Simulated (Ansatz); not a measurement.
# Ge: properties at the relaxed cell

The task here is to estimate one member of a computed series from the others.

Program: Ansatz 0.2.0. Level of theory: DFT PBEsol, scalar-relativistic, plane waves, PAW. These are calculated values, not measurements.

## The starting structure

Symmetry: I4_1/amd, No. 141, tetragonal system. Conventional cell: a = 5.126 Å, b = 5.126 Å, c = 2.793 Å, α = 90.00°, β = 90.00°, γ = 90.00°. Around Ge (site symmetry -4m2) lie 6 Ge at 2.66 to 2.79 Å.

Structure file:

```
CELL_PARAMETERS angstrom
-2.56301 2.56301 1.39666
2.56301 -2.56301 1.39666
2.56301 2.56301 -1.39666
ATOMIC_POSITIONS crystal
Ge 0.25000 0.75000 0.50000
Ge 0.50000 0.50000 0.00000
```

It goes back to an entry of the Materials Project, which need not be the stable form.

It is the result of an earlier relaxation at this level (volume 18.35 Å³/atom; gap on the mesh: none (metal)).

The first run:

File input.yaml:

```yaml
crystal:
  lattice:
    - [-2.5371219661, 2.5371219661, 1.382553609]
    - [2.5371219661, -2.5371219661, 1.382553609]
    - [2.5371219661, 2.5371219661, -1.382553609]
  atoms:
    - { symbol: Ge, position: [0.25, 0.75, 0.5] }
    - { symbol: Ge, position: [0.5, 0.5, 0.0] }
basis:
  ecutwfc: 420
kpoints:
  mp_grid: { grid: [16, 16, 16] }
hamiltonian:
  xc: pbesol
scf:
  occupations: { method: gaussian, width: 0.1 }
output:
  forces: true
  stress: true
  eigenvalues: true
relax:
  adjacent_minimum: "off"
  f_tol: 0.01
  max_steps: 30
  cell: { stress_tol: 0.1, fix: [volume] }
```

Command:

```sh
> ansatz run input.yaml --threads 1 --pin off --max-ram 2560MiB --backend cpu --events-out ev --progress --plain --runs-dir out
```

Steps of the session up to this table: Volume × 0.97; Volume × 1.03; Volume × 0.94; Point at V/V0 = 1.06; Volume × 0.91; Point at V/V0 = 1.10; Point at V/V0 = 0.88.

One of the session's tables, all rows but one given; the rest of the session is left out.

It belongs to the step «Equation of state». 

| volume (Å³/atom) | energy above the lowest point (meV/atom) | pressure (GPa) |
| --- | --- | --- |
| 16.148 | 83.2 | 13.62 |
| 16.698 | 44.1 | 9.31 |
| 17.248 | 18.5 | 5.68 |
| 17.799 | 4.4 | 2.61 |
| 18.349 | 0.0 | 0.00 |
| 18.900 | 3.9 | -2.21 |
| 19.450 | ? | ? |
| 20.184 | 38.4 | -6.07 |

Q: Estimate the row for volume (Å³/atom) = 19.450 from the others.

Worked estimate for «energy above the lowest point (meV/atom)». A straight line through the neighbours (18.900, 3.9) and (20.184, 38.4) gives 3.9 + (38.4 − 3.9) × (19.450 − 18.900) / (20.184 − 18.900) = 18.7; a parabola fitted to 3 rows on both sides gives 14.3.

The run gave: energy above the lowest point (meV/atom): 14.9; pressure (GPa): -4.06. In «energy above the lowest point (meV/atom)» the line misses by +3.8 and the parabola by -0.6.
